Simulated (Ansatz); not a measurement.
Runs of Ansatz 0.2.0 on Gd. The structure is hexagonal, space group P6_3/mmc (No. 194). Conventional cell: a = 3.636 Å, b = 3.636 Å, c = 5.783 Å, α = 90.00°, β = 90.00°, γ = 120.00°. Gd (site symmetry -6m2) has 12 Gd at 3.57 to 3.64 Å as nearest neighbours. 

```csv
task,level,cell,k mesh,cutoff (eV),gap on the mesh (eV),pressure (GPa),moment (μB),relaxed volume (Å³/atom)
elastic constants,LDA,as given,6 × 6 × 4,168,none,-3.9,15.06,-
band structure,PBEsol,as given,8 × 8 × 5,156,-,-1.8,15.21,-
relaxation of cell and atoms,RPBE,relaxed,8 × 8 × 5,-,-,0.0,15.34,(c)
band structure,RPBE,as given,8 × 8 × 5,156,-,(a),(b),-
phonons,LDA,as given,6 × 6 × 4,168,none,-,15.06,-
relaxation of cell and atoms,revPBE+D4,relaxed,8 × 8 × 5,-,-,0.0,15.28,33.15
```

Alike in all rows: potentials or basis all-electron LAPW, scalar-relativistic; spin collinear, ferromagnetic start; smearing fermi-dirac 0.05 eV; basis error allowed 0.001 eV/atom.

Q: Estimate the missing entries.

A: (a) 2.3; (b) 15.29; (c) 35.44.

Caveats: an open f shell can end in a state above the lowest; spin-orbit coupling is left out, which moves the levels of the heavy elements; the k mesh is thin for a metal, which can move the energy by tens of meV per atom (some runs); a metal's response needs a denser mesh (some runs); the cell is more than 3 GPa from zero pressure, which shifts response properties (some runs); elastic constants of metals need much finer meshes, so these are rough (some runs); the program listed the state as in doubt (some runs).

A k mesh can miss the band edges, and the runs leave out spin-orbit coupling on Gd.

A gap of «none» marks a metal or a gap under the smearing width.

Runs at the PBE level aren't shown here.
